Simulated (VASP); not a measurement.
# Be (P6_3/mmc) in VASP: settings compared

One crystal, Be, is run at these levels: r2SCAN, TB-mBJ; tasks: equation of state, single point.

Program: VASP 6.6.1. These are calculated values, not measurements. Logs are shortened: lines on timing, memory, paths and dates and some standing lists are left out, and cuts for length are marked.

### Step 1. The structure

Symmetry: P6_3/mmc, No. 194, hexagonal system. Conventional cell: a = 2.285 Å, b = 2.285 Å, c = 3.584 Å, α = 90.00°, β = 90.00°, γ = 120.00°. Be (site symmetry -6m2) is surrounded by 12 Be at 2.23 to 2.29 Å.

### Step 2. Equation of state, r2SCAN, collinear spin, ferromagnetic start

run.py

```python
from ase.calculators.vasp import Vasp
from ase.eos import EquationOfState
from ase.io import Trajectory
from ase.spacegroup import crystal
from ase.units import GPa

atoms = crystal(
    ['Be'],
    basis=[[0.6666666667, 0.3333333333, 0.75]],
    spacegroup=194,
    setting=1,
    cellpar=[2.2853, 2.2853, 3.5842, 90.0, 90.0, 120.0],
    primitive_cell=True,
)
atoms.set_initial_magnetic_moments([0.5, 0.5])
calc = Vasp(
    directory='calc',
    xc='r2scan',
    pp='PBE',
    setups='recommended',
    prec='Accurate',
    encut=450,
    ediff=1e-06,
    ismear=1,
    sigma=0.2,
    lreal=False,
    lasph=True,
    nelm=100,
    algo='Normal',
    isif=2,
    lwave=False,
    lcharg=False,
    ispin=2,
    lorbit=11,
    lmixtau=True,
    kpts=[13, 13, 8],
    gamma=True,
)
atoms.calc = calc
cell = atoms.cell.copy()
volumes, energies = [], []
traj = Trajectory('eos.traj', 'w')
for x in [0.94, 0.96, 0.98, 1.0, 1.02, 1.04, 1.06]:
    atoms.set_cell(cell * x ** (1 / 3), scale_atoms=True)
    volumes.append(atoms.get_volume())
    energies.append(atoms.get_potential_energy())
    traj.write(atoms)
    print(f'{x:5.2f} {volumes[-1]:12.5f} {energies[-1]:14.6f}')

v0, e0, B = EquationOfState(volumes, energies, eos='birchmurnaghan').fit()
print(f'V0 = {v0:.4f} A^3, E0 = {e0:.6f} eV, B = {B / GPa:.2f} GPa')
```

Potentials or basis: VASP PAW PBE potentials, release 64 (Be).

The run is started by

```bash
> python run.py
```

Output:

```text
0.94     15.23832      -8.667831
 0.96     15.56254      -8.675558
 0.98     15.88676      -8.677683
 1.00     16.21098      -8.674673
 1.02     16.53520      -8.666958
 1.04     16.85942      -8.654926
 1.06     17.18364      -8.638940
V0 = 15.8542 A^3, E0 = -8.677709 eV, B = 125.07 GPa
```

OUTCAR:

```text
ENCUT = 450.000000
   EDIFF = 1.00e-06
   METAGGA = R2SCAN
   PREC = Accurate
   ISIF = 2
   ISMEAR = 1
   ISPIN = 2
   LORBIT = 11
   NELM = 100
   LASPH = .TRUE.
   LREAL = .FALSE.

 ion  position               nearest neighbor table
   1  0.667  0.333  0.750-   2 2.27   2 2.27   2 2.27   2 2.27   2 2.27   2 2.27
   2  0.333  0.667  0.250-   1 2.27   1 2.27   1 2.27   1 2.27   1 2.27   1 2.27

  LATTYP: Found a hexagonal cell.
 ALAT       =     2.3301211831
 C/A-ratio  =     1.5683717674

  Lattice vectors:

 A1 = (   2.3301211831,   0.0000000000,   0.0000000000)
 A2 = (  -1.1650605915,   2.0179441384,   0.0000000000)
 A3 = (   0.0000000000,   0.0000000000,   3.6544962781)

Analysis of symmetry for initial positions (statically):
=====================================================================
 Subroutine PRICEL returns:
 Original cell was already a primitive cell.

 Routine SETGRP: Setting up the symmetry group for a
 hexagonal supercell.

 Subroutine GETGRP returns: Found 24 space group operations
 (whereof 12 operations were pure point group operations)
 out of a pool of 24 trial point group operations.

The static configuration has the point symmetry D_3d.
 The point group associated with its full space group is D_6h.

Analysis of symmetry for dynamics (positions and initial velocities):
=====================================================================
 Subroutine PRICEL returns:
 Original cell was already a primitive cell.

 Routine SETGRP: Setting up the symmetry group for a
 hexagonal supercell.

 Subroutine GETGRP returns: Found 24 space group operations
 (whereof 12 operations were pure point group operations)
 out of a pool of 24 trial point group operations.

The dynamic configuration has the point symmetry D_3d.
 The point group associated with its full space group is D_6h.

Analysis of structural, dynamic, and magnetic symmetry:
=====================================================================
 Subroutine PRICEL returns:
 Original cell was already a primitive cell.

 Routine SETGRP: Setting up the symmetry group for a
 hexagonal supercell.

 Subroutine GETGRP returns: Found 24 space group operations
 (whereof 12 operations were pure point group operations)
 out of a pool of 24 trial point group operations.

The overall configuration has the point symmetry D_3d.
 The point group associated with its full space group is D_6h.

 Subroutine INISYM returns: Found 24 space group operations
 (whereof 12 operations are pure point group operations),
 and found     1 'primitive' translations

----------------------------------------------------------------------------------------

                                     Primitive cell

  volume of cell :      17.1836

  direct lattice vectors                    reciprocal lattice vectors
     2.330121183  0.000000000  0.000000000     0.429162229  0.247776928  0.000000000
    -1.165060592  2.017944138  0.000000000     0.000000000  0.495553856  0.000000000
     0.000000000  0.000000000  3.654496278     0.000000000  0.000000000  0.273635523

  length of vectors
     2.330121183  2.330121183  3.654496278     0.495553856  0.495553856  0.273635523

  position of ions in fractional coordinates (direct lattice)
     0.666666667  0.333333333  0.750000000
[... 61 lines left out ...]
   number of dos      NEDOS =    301   number of ions     NIONS =      2
   total plane-waves  NPLWV =   7168
   dimension x,y,z NGX =    16 NGY =   16 NGZ =   28
   dimension x,y,z NGXF=    32 NGYF=   32 NGZF=   56
   ions per type =               2
   NGX,Y,Z   is equivalent  to a cutoff of  11.42, 11.42, 12.74 a.u.
   NGXF,Y,Z  is equivalent  to a cutoff of  22.83, 22.83, 25.47 a.u.
 SYSTEM =  unknown system
   PREC   = accura    normal or accurate (medium, high low for compatibility)
   ISTART =      0    job   : 0-new  1-cont  2-samecut
   ICHARG =      2    charge: 1-file 2-atom 10-const
   ISPIN  =      2    spin polarized calculation?
   LNONCOLLINEAR =      F non collinear calculations
   LSORBIT =      F    spin-orbit coupling
   LASPH  =      T    aspherical Exc in radial PAW
   ENCUT  =  450.0 eV  33.07 Ry    5.75 a.u.   4.03  4.03  6.32*2*pi/ulx,y,z
   NELM   =    100;   NELMIN=  2; NELMDL=  0     # of ELM steps
   EDIFF  = 0.1E-05   stopping-criterion for ELM
   LREAL  =      F    real-space projection
[... 17 lines left out ...]
     AMIX     =   0.40;   BMIX     =  1.00
     AMIX_MAG =   1.60;   BMIX_MAG =  1.00
  volume/ion in A,a.u.               =       8.59        57.98
  Fermi-wavevector in a.u.,A,eV,Ry     =   1.007063  1.903072 13.798688  1.014175
  Thomas-Fermi vector in A             =   2.139844
   LORBIT       =     11    0 simple, 1 ext, 2 COOP (PROOUT), +10 PAW based schemes
   METAGGA = R2SCAN    functional components
   LHFCALC =     F    Hartree Fock is set to
   AEXX    =    0.0000 exact exchange contribution
   IVDW    =     0    specifies the selected vdW correction
   LEPSILON=     F    determine dielectric tensor
   LRPA    =     F    only Hartree local field effects (RPA)
 spin polarized calculation
 Methfessel and Paxton  Order N= 1 SIGMA  =   0.20
  energy-cutoff  :      450.00
  volume of cell :       17.18
 maximum number of plane-waves:       382
   NGX =  9   NGY =  9   NGZ = 13

 number of electron       4.0000000 magnetization       0.0001662

 number of electron       4.0000000 magnetization      -0.0000046

 Free energy of the ion-electron system (eV)
  ---------------------------------------------------
  ext. energy  EPLUGINS =         0.00000000
  ---------------------------------------------------
  free energy    TOTEN  =        -8.63880688 eV

  energy without entropy =       -8.63920548  energy(sigma->0) =       -8.63893975

 E-fermi :   6.3142     XC(G=0): -10.9762

 val. band max:        6.2587298091   @ k =   0.2308   0.1538   0.0000
 cond. band min:       6.3936566928   @ k =   0.3077   0.1538   0.0000
 fundamental gap:      0.1349268837
 Fermi energy:         6.3141660830

 spin component 1

 k-point     1 :       0.0000    0.0000    0.0000
  band No.  band energies     occupation
      1      -5.2957      1.00000
      2       2.0536      1.00000
      3       7.3277     -0.00000
      4      22.6691      0.00000
      5      22.6691      0.00000
      6      25.5622      0.00000
      7      25.5622      0.00000
[... 221 lines left out ...]
 k-point    24 :       0.1538    0.0000    0.1250
  band No.  band energies     occupation
      1      -4.4412      1.00000
      2       2.0490      1.00000
      3       8.7914     -0.00000
      4      18.3493      0.00000
      5      20.1870      0.00000
      6      24.6850      0.00000
      7      25.5416      0.00000

 [... further k-points ...]

 spin component 2

 k-point     1 :       0.0000    0.0000    0.0000
  band No.  band energies     occupation
      1      -5.2957      1.00000
      2       2.0536      1.00000
      3       7.3276     -0.00000
      4      22.6691      0.00000
      5      22.6691      0.00000
      6      25.5621      0.00000
      7      25.5621      0.00000
[... 221 lines left out ...]
 k-point    24 :       0.1538    0.0000    0.1250
  band No.  band energies     occupation
      1      -4.4413      1.00000
      2       2.0490      1.00000
      3       8.7914     -0.00000
      4      18.3493      0.00000
      5      20.1870      0.00000
      6      24.6850      0.00000
      7      25.5416      0.00000

 [... further k-points ...]
[... 5 lines left out ...]
  --------------------------------------------------------------------------------------
  -------------------------------------------------------------------------------------
  Total       -0.8903037     -0.8903037     -1.0577571      0.0000000      0.0000000      0.0000000
  in kB      -83.0106066    -83.0106066    -98.6237140      0.0000000      0.0000000      0.0000000
  external PRESSURE =     -88.2149757 kB  Pullay stress =       0.0000000 kB

 VOLUME and BASIS-vectors are now :
 -----------------------------------------------------------------------------
  energy-cutoff  :      450.00
  volume of cell :       17.18
      direct lattice vectors                 reciprocal lattice vectors
     2.330121183  0.000000000  0.000000000     0.429162229  0.247776928  0.000000000
    -1.165060592  2.017944138  0.000000000     0.000000000  0.495553856  0.000000000
     0.000000000  0.000000000  3.654496278     0.000000000  0.000000000  0.273635523

 POSITION                                       TOTAL-FORCE (eV/Angst)
 -----------------------------------------------------------------------------------
      1.16506      0.67265      2.74087        -0.000000      0.000000      0.000000
     -0.00000      1.34530      0.91362         0.000000      0.000000      0.000000
 -----------------------------------------------------------------------------------
    total drift:                                0.000000     -0.000000      0.000000

  FREE ENERGIE OF THE ION-ELECTRON SYSTEM (eV)
  ---------------------------------------------------
  free  energy   TOTEN  =        -8.6388068812 eV

  energy  without entropy=       -8.6392054779  energy(sigma->0) =       -8.63893975

 total charge

# of ion       s       p       d       tot
------------------------------------------
    1        0.388   0.696   0.000   1.084
    2        0.388   0.696   0.000   1.084
--------------------------------------------------
tot          0.777   1.392   0.000   2.169

 magnetization (x)

# of ion       s       p       d       tot
------------------------------------------
    1       -0.000   0.000   0.000   0.000
    2       -0.000   0.000   0.000   0.000
--------------------------------------------------
tot         -0.000   0.000   0.000   0.000
```

INCAR:

```text
ENCUT = 450.000000
SIGMA = 0.200000
EDIFF = 1.00e-06
ALGO = Normal
METAGGA = R2SCAN
PREC = Accurate
ISIF = 2
ISMEAR = 1
ISPIN = 2
LORBIT = 11
NELM = 100
LASPH = .TRUE.
LCHARG = .FALSE.
LWAVE = .FALSE.
LMIXTAU = .TRUE.
LREAL = .FALSE.
MAGMOM = 2*0.5000
```

Run time: 3.4 min. Hardware: 1 thread of Intel Xeon Platinum 8488C (Sapphire Rapids), shared host; peak memory 0.13 GiB.

What came out:

| Quantity | Value |
| --- | --- |
| Equilibrium volume | 7.93 Å³/atom |
| Bulk modulus at fixed shape and positions | 125 GPa |
| Pressure derivative of the bulk modulus | 3.3 |

Energy against volume, from the lowest point:
```
volume (Å³/atom)  energy (meV/atom)
           7.619               4.93
           7.781               1.06
           7.943               0.00
           8.105               1.50
           8.268               5.36
           8.430              11.38
           8.592              19.37
```

Caveat: the cell was scaled at fixed shape and fractional positions, which overstates the stiffness of a crystal with free parameters, most of all of layers and chains; the PAW data sets were made with another functional, which shifts forces and pressure a little.

### Step 3. Single point, TB-mBJ (atoms moved at random, drawn with an rms of 0.1 Å)

POSCAR

```
Be
2.2853
    1.000000000000      0.000000000000      0.000000000000
   -0.500000000000      0.866025403798      0.000000000000
    0.000000000000      0.000000000000      1.568371767383
Be
2
Direct
    0.6282800000      0.3500030000      0.7305590000
    0.3406820000      0.6864320000      0.2491320000
```

INCAR.step1

```
PREC = Accurate ; ENCUT = 600
EDIFF = 1E-5 ; ISMEAR = -5
SIGMA = 0.05 ; LREAL = F
LASPH = T ; NELM = 100
ALGO = Normal ; ISIF = 2
LWAVE = T ; LCHARG = F
NBANDS = 11 ; GGA = PE
```

INCAR.step2

```
PREC = Accurate ; ENCUT = 600
EDIFF = 1E-6 ; ISMEAR = -5
SIGMA = 0.05 ; LREAL = F
LASPH = T ; NELM = 100
ALGO = Normal ; ISIF = 2
LWAVE = F ; LCHARG = F
METAGGA = MBJ ; NBANDS = 11
ISTART = 1
```

KPOINTS

```
regular mesh
0
Gamma
  3 3 2
```

Potentials or basis: VASP PAW PBE potentials, release 64 (Be_sv).

The run is started by

```bash
> cat potpaw_PBE.64/Be_sv/POTCAR > POTCAR
> cp INCAR.step1 INCAR
> mpirun -np 1 vasp_std > vasp.out
> cp INCAR.step2 INCAR
> mpirun -np 1 vasp_std > vasp.out
```

OUTCAR:

```text
PREC = Accurate
   ENCUT = 600
   EDIFF = 1E-6
   ISMEAR = -5
   LREAL = F
   LASPH = T
   NELM = 100
   ISIF = 2
   METAGGA = MBJ
   ISTART = 1

 ion  position               nearest neighbor table
   1  0.628  0.350  0.731-   2 2.12   2 2.17   2 2.23   2 2.23   2 2.28   2 2.33
   2  0.341  0.686  0.249-   1 2.12   1 2.17   1 2.23   1 2.23   1 2.28   1 2.33

  LATTYP: Found a hexagonal cell.
 ALAT       =     2.2853000000
 C/A-ratio  =     1.5683717674

  Lattice vectors:
[... 316 lines left out ...]

------------------------ aborting loop because EDIFF is reached ----------------------------------------

  FORCE on cell =-STRESS in cart. coord.  units (eV):
  Direction    XX          YY          ZZ          XY          YZ          ZX
  --------------------------------------------------------------------------------------
  -------------------------------------------------------------------------------------
  Total      -12.3372928    -12.0312297    -12.2465996     -1.4158262     -0.0117018      0.0870777
  in kB    -1219.3296903  -1189.0806038  -1210.3662256   -139.9301269     -1.1565179      8.6061331
  external PRESSURE =   -1206.2588399 kB  Pullay stress =       0.0000000 kB

 VOLUME and BASIS-vectors are now :
 -----------------------------------------------------------------------------
  energy-cutoff  :      600.00
  volume of cell :       16.21
      direct lattice vectors                 reciprocal lattice vectors
     2.285300000  0.000000000  0.000000000     0.437579311  0.252636533  0.000000000
    -1.142650000  1.979127855  0.000000000     0.000000000  0.505273066  0.000000000
     0.000000000  0.000000000  3.584200000     0.000000000  0.000000000  0.279002288

 POSITION                                       TOTAL-FORCE (eV/Angst)
 -----------------------------------------------------------------------------------
      1.03588      0.69270      2.61847         0.253622     -0.022279      0.421892
     -0.00579      1.35854      0.89294        -0.253622      0.022279     -0.421892
 -----------------------------------------------------------------------------------
    total drift:                               -0.000065      0.000234     -0.000566

  FREE ENERGIE OF THE ION-ELECTRON SYSTEM (eV)
  ---------------------------------------------------
  free  energy   TOTEN  =         3.0927500506 eV

  energy  without entropy=        3.0927500506  energy(sigma->0) =        3.09275005
```

It took 6.8 s on 1 thread of Intel Xeon Platinum 8488C (Sapphire Rapids), shared host; peak memory 0.12 GiB.

The run converged, but some of its settings lie outside the range that counts as converged, so its numbers aren't taken as properties of the crystal.

What came out:

```yaml
Band_gap_on_the_k_mesh: none (metal or under the smearing width)
```

Caveat: the k mesh is coarse (spacing up to 1.06 Å⁻¹), so the values aren't converged; the PAW data sets were made with another functional, which shifts forces and pressure a little; tetrahedron occupations give inexact forces and stress in metals.
